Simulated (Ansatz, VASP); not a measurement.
# One calculation of PbSe, two programs

File INCAR:

```
PREC     = Accurate       # precision mode
ENCUT    = 520            # plane-wave cutoff, eV
EDIFF    = 1E-6           # SCF threshold, eV
ISMEAR   = 0              # smearing method
SIGMA    = 0.05           # smearing width, eV
LREAL    = False          # projectors in reciprocal space
LASPH    = True           # aspherical terms in the spheres
NELM     = 60             # most SCF steps
ALGO     = Normal         # electronic algorithm
ISIF     = 2              # what is computed and relaxed
LWAVE    = False          # write WAVECAR
LCHARG   = False          # write CHGCAR
GGA      = B5             # functional
ALDAX    = 1.0          
AGGAX    = 1.0          
AGGAC    = 1.0          
ALDAC    = 0.0          
IVDW     = 12             # dispersion correction
VDW_S6   = 1.0          
VDW_S8   = 2.6996       
VDW_A1   = 0.4298       
VDW_A2   = 4.2359       
NBANDS   = 17             # bands
```

Contents of KPOINTS:

```
regular mesh
0
Gamma
  6 6 6
```

File POSCAR:

```
PbSe
1.0
    0.0000000000      3.0368263550      3.0368263550
    3.0368263550      0.0000000000      3.0368263550
    3.0368263550      3.0368263550      0.0000000000
Pb Se
1 1
Direct
    0.5000000000      0.5000000000      0.5000000000
    0.0000000000      0.0000000000      0.0000000000
```

Input for Ansatz:

```yaml
crystal:
  lattice:
    - [0.0, 3.036826355, 3.036826355]
    - [3.036826355, 0.0, 3.036826355]
    - [3.036826355, 3.036826355, 0.0]
  atoms:
    - { symbol: Pb, position: [0.5, 0.5, 0.5] }
    - { symbol: Se, position: [0.0, 0.0, 0.0] }
basis:
  ecutwfc: 420
  ecutrho_ratio: 4
kpoints:
  mp_grid: { grid: [6, 6, 6] }
hamiltonian:
  xc: blyp
  dispersion: d3bj
scf:
  occupations: { method: gaussian, width: 0.05 }
output:
  forces: true
  stress: true
  eigenvalues: true
```

Alike in both runs: task single point; functional BLYP; dispersion D3(BJ); k mesh 6 × 6 × 6; occupations gaussian, width 0.05 eV; no spin polarisation.

```csv
,VASP,Ansatz
version,VASP 6.6.1,Ansatz 0.2.0
potentials or method,"VASP PAW PBE potentials, release 64 (Pb_d, Se)","scalar-relativistic, plane waves, PAW"
plane-wave cutoff (eV),520,420
valence electrons in the cell,20,30
```

|  | VASP | Ansatz | Ansatz less VASP |
| --- | --- | --- | --- |
| gap on the k mesh at the Fermi level (eV) | 0.32 | 0.34 | +0.018 |
| least direct gap on the mesh (eV) | 0.32 | 0.34 | +0.018 |
| pressure (GPa) | 2.5 | 2.3 | -0.20 |
| dispersion energy (meV/atom) | -886.4 | -886.5 | -0.11 |

The two sets of potentials don't hold the same shells in valence.

Caveats: the PAW data sets were made with another functional, which shifts forces and pressure a little (VASP); spin-orbit coupling is left out, which as a rule narrows the gap of such compounds by several tenths of an eV.
